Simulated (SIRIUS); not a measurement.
# ZrB2 (P6/mmm) in SIRIUS: further runs, part 2 of 2

SIRIUS 7.12.0. Earlier steps stand in the parts before.

## (3) Band structure, PBE

Input file sirius.json:

```json
{
  "control": {
    "processing_unit": "cpu",
    "std_evp_solver_name": "lapack",
    "gen_evp_solver_name": "lapack",
    "verbosity": 2,
    "print_forces": true,
    "ortho_rf": true,
    "use_second_variation": true,
    "rmt_max": 3.0,
    "num_bands_to_print": 24,
    "save_wf": true
  },
  "parameters": {
    "electronic_structure_method": "full_potential_lapwlo",
    "xc_functionals": ["XC_GGA_X_PBE", "XC_GGA_C_PBE"],
    "core_relativity": "dirac",
    "valence_relativity": "zora",
    "num_fv_states": 24,
    "smearing": "fermi_dirac",
    "smearing_width": 0.0018374661,
    "pw_cutoff": 20,
    "gk_cutoff": 3.82,
    "lmax_apw": 11,
    "lmax_rho": 8,
    "lmax_pot": 8,
    "num_mag_dims": 0,
    "auto_rmt": 0,
    "ngridk": [10, 10, 8],
    "shiftk": [0, 0, 0],
    "num_dft_iter": 80,
    "energy_tol": 1e-07,
    "density_tol": 1e-05,
    "use_symmetry": true
  },
  "settings": {"tol_ne": 1e-10},
  "iterative_solver": {"type": "exact"},
  "mixer": {"type": "anderson", "beta": 0.5, "max_history": 8},
  "unit_cell": {
    "lattice_vectors": [[5.9904318151, 0.0, 0.0], [-2.9952159075, 5.1878661315, 0.0], [0.0, 0.0, 6.6764023983]],
    "atom_types": ["B", "Zr"],
    "atom_files": {"B": "B.json", "Zr": "Zr.json"},
    "atoms": {"B": [[0.6666666667, 0.3333333333, 0.5], [0.3333333333, 0.6666666667, 0.5]], "Zr": [[0.0, 0.0, 0.0]]}
  }
}
```

Input file B.json:

```json
{
  "name": "boron",
  "symbol": "B",
  "number": 5,
  "mass": 10.811,
  "rmin": 1e-06,
  "rmt": 1.7,
  "nrmt": 800,
  "rinf": 17.81,
  "core": "1s",
  "valence": [
    {"basis": [{"enu": 0.24, "dme": 0, "n": 0, "auto": 0}, {"enu": 0.24, "dme": 1, "n": 0, "auto": 0}]},
    {"l": 0, "n": 1, "basis": [{"enu": 0.2859, "dme": 0, "n": 0, "auto": 0}]},
    {"l": 1, "n": 2, "basis": [{"enu": 0.34, "dme": 0, "n": 0, "auto": 0}]},
    {"l": 2, "n": 3, "basis": [{"enu": 0.34, "dme": 0, "n": 0, "auto": 0}]},
    {"l": 3, "n": 4, "basis": [{"enu": 0.34, "dme": 0, "n": 0, "auto": 0}]}
  ],
  "lo": [
    {
      "l": 0,
      "basis": [{"enu": 0.2859, "dme": 0, "n": 0, "auto": 0}, {"enu": 0.2859, "dme": 1, "n": 0, "auto": 0}]
    },
    {
      "l": 0,
      "basis": [{"enu": 0.2859, "dme": 1, "n": 0, "auto": 0}, {"enu": 0.2859, "dme": 2, "n": 0, "auto": 0}]
    },
    {
      "l": 0,
      "basis": [{"enu": 0.2859, "dme": 0, "n": 0, "auto": 0}, {"enu": 4.4381, "dme": 0, "n": 0, "auto": 0}]
    },
    {"l": 1, "basis": [{"enu": 0.34, "dme": 0, "n": 0, "auto": 0}, {"enu": 0.34, "dme": 1, "n": 0, "auto": 0}]},
    {"l": 1, "basis": [{"enu": 0.34, "dme": 1, "n": 0, "auto": 0}, {"enu": 0.34, "dme": 2, "n": 0, "auto": 0}]},
    {"l": 1, "basis": [{"enu": 0.34, "dme": 0, "n": 0, "auto": 0}, {"enu": 5.1151, "dme": 0, "n": 0, "auto": 0}]},
    {"l": 2, "basis": [{"enu": 0.34, "dme": 0, "n": 0, "auto": 0}, {"enu": 0.34, "dme": 1, "n": 0, "auto": 0}]},
    {"l": 2, "basis": [{"enu": 0.34, "dme": 1, "n": 0, "auto": 0}, {"enu": 0.34, "dme": 2, "n": 0, "auto": 0}]},
    {"l": 2, "basis": [{"enu": 0.34, "dme": 0, "n": 0, "auto": 0}, {"enu": 5.7379, "dme": 0, "n": 0, "auto": 0}]},
    {"l": 3, "basis": [{"enu": 0.34, "dme": 0, "n": 0, "auto": 0}, {"enu": 0.34, "dme": 1, "n": 0, "auto": 0}]}
  ],
  "free_atom": [... radial grid and density of the free atom, the start of the SCF ...]
}
```

Input file Zr.json:

```json
{
  "name": "zirconium",
  "symbol": "Zr",
  "number": 40,
  "mass": 91.224,
  "rmin": 1e-06,
  "rmt": 2.48,
  "nrmt": 800,
  "rinf": 17.42,
  "core": "1s2s2p3s3p",
  "valence": [
    {"basis": [{"enu": 0.24, "dme": 0, "n": 0, "auto": 0}, {"enu": 0.24, "dme": 1, "n": 0, "auto": 0}]},
    {"l": 0, "n": 1, "basis": [{"enu": 0.34, "dme": 0, "n": 0, "auto": 0}]},
    {"l": 1, "n": 2, "basis": [{"enu": 0.34, "dme": 0, "n": 0, "auto": 0}]},
    {"l": 2, "n": 3, "basis": [{"enu": 0.34, "dme": 0, "n": 0, "auto": 0}]},
    {"l": 3, "n": 4, "basis": [{"enu": 0.34, "dme": 0, "n": 0, "auto": 0}]}
  ],
  "lo": [
    {"l": 0, "basis": [{"enu": 0.34, "dme": 0, "n": 0, "auto": 0}, {"enu": 0.34, "dme": 1, "n": 0, "auto": 0}]},
    {
      "l": 0,
      "basis": [{"enu": -1.5212, "dme": 0, "n": 4, "auto": 1}, {"enu": -1.5212, "dme": 1, "n": 4, "auto": 1}]
    },
    {
      "l": 0,
      "basis": [{"enu": -1.5212, "dme": 1, "n": 4, "auto": 1}, {"enu": 0.34, "dme": 0, "n": 0, "auto": 0}]
    },
    {"l": 0, "basis": [{"enu": 0.34, "dme": 0, "n": 0, "auto": 0}, {"enu": 2.9415, "dme": 0, "n": 0, "auto": 0}]},
    {"l": 1, "basis": [{"enu": 0.34, "dme": 0, "n": 0, "auto": 0}, {"enu": 0.34, "dme": 1, "n": 0, "auto": 0}]},
    {
      "l": 1,
      "basis": [{"enu": -0.7159, "dme": 0, "n": 4, "auto": 1}, {"enu": -0.7159, "dme": 1, "n": 4, "auto": 1}]
    },
    {
      "l": 1,
      "basis": [{"enu": -0.7159, "dme": 1, "n": 4, "auto": 1}, {"enu": 0.34, "dme": 0, "n": 0, "auto": 0}]
    },
    {"l": 1, "basis": [{"enu": 0.34, "dme": 0, "n": 0, "auto": 0}, {"enu": 3.3317, "dme": 0, "n": 0, "auto": 0}]},
    {"l": 2, "basis": [{"enu": 0.34, "dme": 0, "n": 0, "auto": 0}, {"enu": 0.34, "dme": 1, "n": 0, "auto": 0}]},
    {"l": 2, "basis": [{"enu": 0.34, "dme": 1, "n": 0, "auto": 0}, {"enu": 0.34, "dme": 2, "n": 0, "auto": 0}]},
    {
      "l": 2,
      "basis": [{"enu": -5.9526, "dme": 0, "n": 3, "auto": 1}, {"enu": -5.9526, "dme": 1, "n": 3, "auto": 1}]
    },
    {"l": 2, "basis": [{"enu": 0.34, "dme": 0, "n": 0, "auto": 0}, {"enu": 2.8764, "dme": 0, "n": 0, "auto": 0}]},
    {"l": 3, "basis": [{"enu": 0.34, "dme": 0, "n": 0, "auto": 0}, {"enu": 0.34, "dme": 1, "n": 0, "auto": 0}]},
    {"l": 3, "basis": [{"enu": 0.34, "dme": 0, "n": 0, "auto": 0}, {"enu": 3.1691, "dme": 0, "n": 0, "auto": 0}]}
  ],
  "free_atom": [... radial grid and density of the free atom, the start of the SCF ...]
}
```

Input file sirius_start.json:

```json
{
  "control": {
    "processing_unit": "cpu",
    "std_evp_solver_name": "lapack",
    "gen_evp_solver_name": "lapack",
    "verbosity": 1,
    "print_forces": false,
    "ortho_rf": true,
    "use_second_variation": true,
    "rmt_max": 3.0,
    "num_bands_to_print": 24,
    "save_wf": false
  },
  "parameters": {
    "electronic_structure_method": "full_potential_lapwlo",
    "xc_functionals": ["XC_LDA_X", "XC_LDA_C_PW"],
    "core_relativity": "dirac",
    "valence_relativity": "zora",
    "num_fv_states": 24,
    "smearing": "fermi_dirac",
    "smearing_width": 0.0055123983,
    "pw_cutoff": 20,
    "gk_cutoff": 3.06,
    "lmax_apw": 11,
    "lmax_rho": 8,
    "lmax_pot": 8,
    "num_mag_dims": 0,
    "auto_rmt": 0,
    "ngridk": [4, 4, 3],
    "shiftk": [0, 0, 0],
    "num_dft_iter": 30,
    "energy_tol": 0.01,
    "density_tol": 0.05,
    "use_symmetry": true
  },
  "settings": {"tol_ne": 1e-10},
  "iterative_solver": {"type": "exact"},
  "mixer": {"type": "anderson", "beta": 0.5, "max_history": 8},
  "unit_cell": {
    "lattice_vectors": [[5.9904318151, 0.0, 0.0], [-2.9952159075, 5.1878661315, 0.0], [0.0, 0.0, 6.6764023983]],
    "atom_types": ["B", "Zr"],
    "atom_files": {"B": "B.json", "Zr": "Zr.json"},
    "atoms": {"B": [[0.6666666667, 0.3333333333, 0.5], [0.3333333333, 0.6666666667, 0.5]], "Zr": [[0.0, 0.0, 0.0]]}
  }
}
```

Input file sirius_bands.json:

```json
{
  "control": {
    "processing_unit": "cpu",
    "std_evp_solver_name": "lapack",
    "gen_evp_solver_name": "lapack",
    "verbosity": 2,
    "print_forces": true,
    "ortho_rf": true,
    "use_second_variation": true,
    "rmt_max": 3.0,
    "num_bands_to_print": 24,
    "save_wf": true
  },
  "parameters": {
    "electronic_structure_method": "full_potential_lapwlo",
    "xc_functionals": ["XC_GGA_X_PBE", "XC_GGA_C_PBE"],
    "core_relativity": "dirac",
    "valence_relativity": "zora",
    "num_fv_states": 24,
    "smearing": "fermi_dirac",
    "smearing_width": 0.0018374661,
    "pw_cutoff": 20,
    "gk_cutoff": 3.82,
    "lmax_apw": 11,
    "lmax_rho": 8,
    "lmax_pot": 8,
    "num_mag_dims": 0,
    "auto_rmt": 0,
    "ngridk": [10, 10, 8],
    "shiftk": [0, 0, 0],
    "num_dft_iter": 80,
    "energy_tol": 1e-07,
    "density_tol": 1e-05,
    "use_symmetry": true
  },
  "settings": {"tol_ne": 1e-10},
  "iterative_solver": {"type": "exact"},
  "mixer": {"type": "anderson", "beta": 0.5, "max_history": 8},
  "unit_cell": {
    "lattice_vectors": [[5.9904318151, 0.0, 0.0], [-2.9952159075, 5.1878661315, 0.0], [0.0, 0.0, 6.6764023983]],
    "atom_types": ["B", "Zr"],
    "atom_files": {"B": "B.json", "Zr": "Zr.json"},
    "atoms": {"B": [[0.6666666667, 0.3333333333, 0.5], [0.3333333333, 0.6666666667, 0.5]], "Zr": [[0.0, 0.0, 0.0]]}
  },
  "kpoints_rel": {
    "G": [0.0, 0.0, 0.0],
    "A": [0.0, 0.0, 0.5],
    "H": [0.3333333333, 0.3333333333, 0.5],
    "K": [0.3333333333, 0.3333333333, 0.0],
    "L": [0.5, 0.0, 0.5],
    "M": [0.5, 0.0, 0.0]
  },
  "kpoints_path": ["G", "M", "K", "G", "A", "L", "H", "A"]
}
```

Potentials or basis: all-electron FP-LAPW (ZORA valence), apw+lo standard.

Command:

```
$ OMP_NUM_THREADS=1 sirius.scf --input=sirius_start.json --output=start.json
$ OMP_NUM_THREADS=1 sirius.scf --input=sirius.json --output=output.json --task=1
$ OMP_NUM_THREADS=1 sirius.scf --input=sirius_bands.json --output=bands_out.json --task=2
```

Wall time 86 s (1 thread of Arm Neoverse V2, shared host); peak memory 0.59 GiB.

The run converged. Its results:

| Property | Result |
| --- | --- |
| Free energy | -99296.4487 eV |
| Band gap along the path | none (metal or under the smearing width) |
| All electrons inside the program's atomic spheres | Zr 37.87; B 3.80 (radii B 1.7, Zr 2.48 bohr) |

Levels at the corners of the path, in eV from the Fermi level:
```tsv
point	band 12	band 13	band 14	band 15	band 16	band 17
Γ	-2.55	-2.50	-2.26	3.49	3.49	4.26
M	-3.81	-2.97	-2.60	2.32	2.39	5.01
K	-6.82	-2.36	-2.36	1.65	1.65	3.24
Γ	-2.55	-2.50	-2.26	3.49	3.49	4.26
A	-0.88	-0.88	0.42	0.42	0.86	0.86
L	-4.52	-4.04	-1.92	3.83	4.17	5.38
H	-4.84	-2.59	-2.59	4.18	6.11	6.11
A	-0.88	-0.88	0.42	0.42	0.86	0.86
```

## (4) Band structure, PBE

sirius.json: that of step 3 with these lines changed.

```diff
@@ -17,3 +17,3 @@
     "core_relativity": "dirac",
-    "valence_relativity": "zora",
+    "valence_relativity": "koelling_harmon",
     "num_fv_states": 24,
```

B.json is that of step 3.

Zr.json is that of step 3.

sirius_start.json: that of step 3 with these lines changed.

```diff
@@ -17,3 +17,3 @@
     "core_relativity": "dirac",
-    "valence_relativity": "zora",
+    "valence_relativity": "koelling_harmon",
     "num_fv_states": 24,
```

sirius_bands.json: that of step 3 with these lines changed.

```diff
@@ -17,3 +17,3 @@
     "core_relativity": "dirac",
-    "valence_relativity": "zora",
+    "valence_relativity": "koelling_harmon",
     "num_fv_states": 24,
```

Potentials or basis: all-electron FP-LAPW (Koelling-Harmon valence), apw+lo standard.

Command:

```
$ OMP_NUM_THREADS=1 sirius.scf --input=sirius_start.json --output=start.json
$ OMP_NUM_THREADS=1 sirius.scf --input=sirius.json --output=output.json --task=1
$ OMP_NUM_THREADS=1 sirius.scf --input=sirius_bands.json --output=bands_out.json --task=2
```

It took 87 s on 1 thread of Arm Neoverse V2, shared host; peak memory 0.59 GiB.

Results (log left out):

```
Free energy                                       : -99296.4487 eV
Band gap along the path                           : none (metal or under the smearing width)
All electrons inside the program's atomic spheres : Zr 37.87; B 3.80 (radii B 1.7, Zr 2.48 bohr)
```

Levels at the corners of the path, in eV from the Fermi level:
| point | band 12 | band 13 | band 14 | band 15 | band 16 | band 17 |
| --- | --- | --- | --- | --- | --- | --- |
| Γ | -2.55 | -2.50 | -2.26 | 3.49 | 3.49 | 4.26 |
| M | -3.81 | -2.97 | -2.60 | 2.32 | 2.39 | 5.01 |
| K | -6.82 | -2.36 | -2.36 | 1.65 | 1.65 | 3.24 |
| Γ | -2.55 | -2.50 | -2.26 | 3.49 | 3.49 | 4.26 |
| A | -0.88 | -0.88 | 0.42 | 0.42 | 0.86 | 0.86 |
| L | -4.52 | -4.04 | -1.92 | 3.83 | 4.17 | 5.38 |
| H | -4.84 | -2.59 | -2.59 | 4.18 | 6.11 | 6.11 |
| A | -0.88 | -0.88 | 0.42 | 0.42 | 0.86 | 0.86 |
